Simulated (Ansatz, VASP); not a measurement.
# Cross-check of Si3N4 between VASP and Ansatz

Aim: how closely do two programs agree when they are given the same cell, functional and k mesh? The cell is taken from a series of runs on this material, whose earlier steps may have relaxed, scaled, displaced or heated it; both programs get it as it stands.

Calculated with Ansatz 0.2.0; plane waves, with VASP 6.6.1 beside it; HSE06.

### 1. Set-up

It takes space group I-42d (No. 122, tetragonal). The conventional cell has a = 6.475 Å, b = 6.475 Å, c = 6.280 Å, α = 90.00°, β = 90.00°, γ = 90.00°. Nearest to Si lie 4 N at 1.73 to 1.74 Å. Si has 4 N at 1.73 Å nearest. Nearest to N lie 3 Si at 1.73 to 1.74 Å. Farther neighbours and most contacts between anions are not listed.

### 2. VASP: single point, HSE06

A single point takes one fixed geometry, so differences don't come from the geometry; what else differs is listed under the comparison.

Lines of VASP's logs that name or quote its potential files are left out, and so is its time.

The run reads the wave functions of an earlier VASP run, which isn't shown here.

INCAR

```
SYSTEM = Si3N4
PREC = Accurate
ENCUT = 520
EDIFF = 1E-06
NELM = 100
ISMEAR = 0
SIGMA = 0.01
LREAL = .FALSE.
ALGO = Normal
LHFCALC = .TRUE.
AEXX = 0.25
GGA = PE
HFSCREEN = 0.208
LASPH = .TRUE.
NBANDS = 46
PRECFOCK = Fast
LORBIT = 11
LWAVE = .FALSE.
LCHARG = .FALSE.
ISIF = 2
```

POSCAR

```
Si3N4
1.0
   -3.2373500000      3.2373500000      3.1402295000
    3.2373500000     -3.2373500000      3.1402295000
    3.2373500000      3.2373500000     -3.1402295000
Si N
6 8
Direct
    0.2500000000      0.1234738162      0.8734738162
    0.8765261838      0.2500000000      0.1265261838
    0.7500000000      0.3765261838      0.6265261838
    0.6234738162      0.7500000000      0.3734738162
    0.1250000000      0.8750000000      0.2500000000
    0.3750000000      0.6250000000      0.7500000000
    0.5614998991      0.5599530001      0.5623188217
    0.4400469999      0.5023658216      0.0015468990
    0.4976341784      0.9991810774      0.9376811783
    0.0008189226      0.4385001009      0.4984531010
    0.9385001009      0.5008189226      0.9984531010
    0.0599530001      0.0614998991      0.0623188217
    0.0023658216      0.9400469999      0.5015468990
    0.4991810774      0.9976341784      0.4376811783
```

KPOINTS

```
Automatic mesh
0
Gamma
4 4 4
0 0 0
```

The projector-augmented-wave data sets are Si and N (PBE family, release 64).

On the command line:

```
> export OMP_NUM_THREADS=3
> mpirun -np 1 vasp_std
```

Numbers of over 12 decimals in the logs are rounded to 6 here.

Log:

```text
[banner, memory and clock lines left out]
running    1 mpi-ranks, on    1 nodes
 distrk:  each k-point on    1 cores,    1 groups
 distr:  one band on    1 cores,    1 groups
 Offloading initialized ...    1 GPUs detected
 POSCAR found type information on POSCAR SiN
 POSCAR found :  2 types and      14 ions
 LDA part: xc-table for (Slater+PW92), standard interpolation
 found WAVECAR, reading the header
 POSCAR, INCAR and KPOINTS ok, starting setup
 FFT: planning ... GRIDC
 FFT: planning ... GRID_SOFT
 FFT: planning ... GRID
 reading WAVECAR
 the WAVECAR file was read successfully
 initial charge from wavefunction
 entering main loop
       N       E                     dE             d eps       ncg     rms          rms(c)
DAV:   1    -0.135398955608E+03   -0.13540E+03   -0.20998E+00  1214   0.766E+00    0.714E+00
DAV:   2    -0.135416063240E+03   -0.17108E-01   -0.68200E-02  1450   0.128E+00    0.525E+00
DAV:   3    -0.135411333174E+03    0.47301E-02   -0.27827E-03  1458   0.239E-01    0.308E+00
DAV:   4    -0.135409858018E+03    0.14752E-02   -0.13122E-03  1414   0.134E-01    0.176E+00
DAV:   5    -0.135409455584E+03    0.40243E-03   -0.28195E-04  1422   0.671E-02    0.997E-01
DAV:   6    -0.135409322194E+03    0.13339E-03   -0.63848E-05  1430   0.389E-02    0.567E-01
DAV:   7    -0.135409280354E+03    0.41841E-04   -0.22204E-05  1386   0.246E-02    0.321E-01
DAV:   8    -0.135409268142E+03    0.12212E-04   -0.63941E-06  1444   0.136E-02    0.183E-01
DAV:   9    -0.135409264738E+03    0.34033E-05   -0.18070E-06   920   0.735E-03    0.105E-01
DAV:  10    -0.135409264010E+03    0.72837E-06   -0.92447E-07   778   0.524E-03
   1 F= -.13540926E+03 E0= -.13540926E+03  d E =-.186538E-43
```

Parts of OUTCAR (step 2):

```text
ion  position               nearest neighbor table
   1  0.250  0.123  0.873-   8 1.73  12 1.73   9 1.74  13 1.74   6 2.97   5 2.97   2 3.01   4 3.01
                             2 3.01   4 3.01   5 3.01   6 3.01
   2  0.877  0.250  0.127-  11 1.73   9 1.73  12 1.74  10 1.74   5 2.97   6 2.97   1 3.01   3 3.01
                             1 3.01   3 3.01   5 3.01   6 3.01
   3  0.750  0.377  0.627-  10 1.73  14 1.73   7 1.74  11 1.74   6 2.97   5 2.97   4 3.01   2 3.01
                             4 3.01   2 3.01   6 3.01   5 3.01
   4  0.623  0.750  0.373-   7 1.73  13 1.73  14 1.74   8 1.74   5 2.97   6 2.97   3 3.01   1 3.01
                             3 3.01   1 3.01   6 3.01   5 3.01
   5  0.125  0.875  0.250-  12 1.73  13 1.73  11 1.73  14 1.73   3 2.97   1 2.97   2 2.97   4 2.97
                             1 3.01   3 3.01   2 3.01   4 3.01
   6  0.375  0.625  0.750-   7 1.73   8 1.73  10 1.73   9 1.73   2 2.97   4 2.97   1 2.97   3 2.97
                             1 3.01   2 3.01   3 3.01   4 3.01
   7  0.561  0.560  0.562-   6 1.73   4 1.73   3 1.74
   8  0.440  0.502  0.002-   6 1.73   1 1.73   4 1.74
   9  0.498  0.999  0.938-   6 1.73   2 1.73   1 1.74
  10  0.001  0.439  0.498-   6 1.73   3 1.73   2 1.74
  11  0.939  0.501  0.998-   5 1.73   2 1.73   3 1.74
  12  0.060  0.061  0.062-   5 1.73   1 1.73   2 1.74
  13  0.002  0.940  0.502-   5 1.73   4 1.73   1 1.74
  14  0.499  0.998  0.438-   5 1.73   3 1.73   4 1.74

  LATTYP: Found a body centered tetragonal cell.
 ALAT       =     6.4747000000
 C/A-ratio  =     0.9700000000

 Subroutine GETGRP returns: Found  8 space group operations
 (whereof  1 operations were pure point group operations)

The static configuration has the point symmetry C_1 .
 The point group associated with its full space group is D_2d.

 Found     13 irreducible k-points:

   k-points           NKPTS =     13   k-points in BZ     NKDIM =     64   number of bands    NBANDS=     46

   dimension x,y,z NGX =    42 NGY =   42 NGZ =   42
   dimension x,y,z NGXF=    84 NGYF=   84 NGZF=   84

   ENCUT  =  520.0 eV  38.22 Ry    6.18 a.u.  10.32 10.32 10.32*2*pi/ulx,y,z

   NELECT =      64.0000    total number of electrons

 k-points in reciprocal lattice and weights: Automatic mesh
   0.00000000  0.00000000  0.00000000       0.016
   0.25000000  0.00000000  0.00000000       0.125
   0.50000000  0.00000000  0.00000000       0.063
   0.25000000  0.25000000  0.00000000       0.125
   0.50000000  0.25000000  0.00000000       0.250
  -0.25000000  0.25000000  0.00000000       0.063
   0.50000000  0.50000000  0.00000000       0.031
   0.25000000  0.25000000  0.25000000       0.031
  -0.25000000  0.25000000  0.25000000       0.063
   0.50000000  0.50000000  0.25000000       0.063
  -0.25000000  0.50000000  0.25000000       0.125
  -0.25000000 -0.25000000  0.25000000       0.031
   0.50000000  0.50000000  0.50000000       0.016

  exchange ACFDT corr.  =         0.00000000  see jH, gK, PRB 81, 115126

 average (electrostatic) potential at core
       1 -77.3485       2 -77.3485       3 -77.3485       4 -77.3485       5 -77.3110
       6 -77.3110       7 -54.3128       8 -54.3128       9 -54.3128      10 -54.3128
      11 -54.3128      12 -54.3128      13 -54.3128      14 -54.3128

 E-fermi :   7.1892

 k-point     1 :       0.0000    0.0000    0.0000
  band No.  band energies     occupation
    ...
     28       5.0548      2.00000
     29       6.9243      2.00000
     30       6.9243      2.00000
     31       6.9816      2.00000
     32       7.0095      2.00000
     33      13.0652      0.00000
     34      13.2632      0.00000
     35      13.3963      0.00000
     36      13.4504      0.00000
     37      13.4504      0.00000
    ...

 k-point     2 :       0.2500    0.0000    0.0000
  band No.  band energies     occupation
    ...
     28       5.1425      2.00000
     29       6.1221      2.00000
     30       6.4870      2.00000
     31       6.9978      2.00000
     32       7.0202      2.00000
     33      12.8189      0.00000
     34      12.9341      0.00000
     35      13.8527      0.00000
     36      14.3140      0.00000
     37      14.5691      0.00000
    ...

 k-point     3 :       0.5000    0.0000    0.0000
  band No.  band energies     occupation
    ...
     28       4.9160      2.00000
     29       5.6968      2.00000
     30       5.7145      2.00000
     31       7.0709      2.00000
     32       7.0929      2.00000
     33      13.5381      0.00000
     34      13.6616      0.00000
     35      14.7371      0.00000
     36      14.8086      0.00000
     37      15.2826      0.00000
    ...

  Total        0.5375194      0.5375194      5.3693000      0.0000000     -0.0000000      0.0000000
  in kB        6.5419019      6.5419019     65.3472869      0.0000000     -0.0000000      0.0000000
  external PRESSURE =      26.1436969 kB  Pullay stress =       0.0000000 kB

  energy-cutoff  :      520.00
  volume of cell :      131.64
      direct lattice vectors                 reciprocal lattice vectors
    -3.237350000  3.237350000  3.140229500     0.000000000  0.154447310  0.159224031
     3.237350000 -3.237350000  3.140229500     0.154447310  0.000000000  0.159224031
     3.237350000  3.237350000 -3.140229500     0.154447310  0.154447310  0.000000000

 POSITION                                       TOTAL-FORCE (eV/Angst)
 -----------------------------------------------------------------------------------
      2.41813      3.23735     -1.57011         0.010515     -0.000000     -0.000000
     -1.61868      2.43789      3.14023        -0.000000     -0.010515      0.000000
      0.81922      3.23735      1.57011        -0.010515     -0.000000      0.000000
      1.61868      0.79946      3.14023         0.000000      0.010515     -0.000000
      3.23735     -1.61868      2.35517         0.000000     -0.000000     -0.000000
      3.23735      1.61868      0.78506         0.000000     -0.000000     -0.000000
      1.81541      1.82543      1.75581         0.002524     -0.004862     -0.000606
      0.20676     -0.19674      2.95453        -0.004862     -0.002524      0.000606
      4.65929      1.41192      1.75581        -0.002524      0.004862     -0.000606
      3.03059      0.19674     -0.18569         0.004862      0.002524      0.000606
      1.81541      4.64927      1.38442         0.002524      0.004862      0.000606
      0.20676      0.19674      0.18569        -0.004862      0.002524     -0.000606
      4.65929     -1.41192      1.38442        -0.002524     -0.004862      0.000606
      3.03059     -0.19674      3.32592         0.004862     -0.002524     -0.000606
 -----------------------------------------------------------------------------------
    total drift:                               -0.000002      0.000002      0.000002

  FREE ENERGIE OF THE ION-ELECTRON SYSTEM (eV)
  ---------------------------------------------------
  free  energy   TOTEN  =      -135.4092640100 eV

  energy  without entropy=     -135.4092640100  energy(sigma->0) =     -135.40926401

 total charge
# of ion       s       p       d       tot
------------------------------------------
    1        0.686   0.989   0.000   1.676
    2        0.686   0.989   0.000   1.676
    3        0.686   0.989   0.000   1.676
    4        0.686   0.989   0.000   1.676
    5        0.687   0.991   0.000   1.678
    6        0.687   0.991   0.000   1.678
    7        1.223   2.752   0.000   3.976
    8        1.223   2.752   0.000   3.976
    9        1.223   2.752   0.000   3.976
   10        1.223   2.752   0.000   3.976
   11        1.223   2.752   0.000   3.976
   12        1.223   2.752   0.000   3.976
   13        1.223   2.752   0.000   3.976
   14        1.223   2.752   0.000   3.976
--------------------------------------------------
tot         13.906  27.958   0.000  41.864

[... 3 further parts left out ...]
```

The run ends at a pressure of 2.61 GPa, with forces up to 0.011 eV/Å.

(Continued in part 2 of 2.)

[Lines on the potential files, build, host, timing and source positions are cut from VASP's logs without a mark.]

[Logs are printed without paths, hosts, clocks, repeated set-up lines and the standing remarks that a program may print on its own settings, such as how far it seeks lower states.]

[Hosts, paths, dates, database ids (printed as entryN), source tags and the programs' standing remarks are cut or masked in the printed files.]
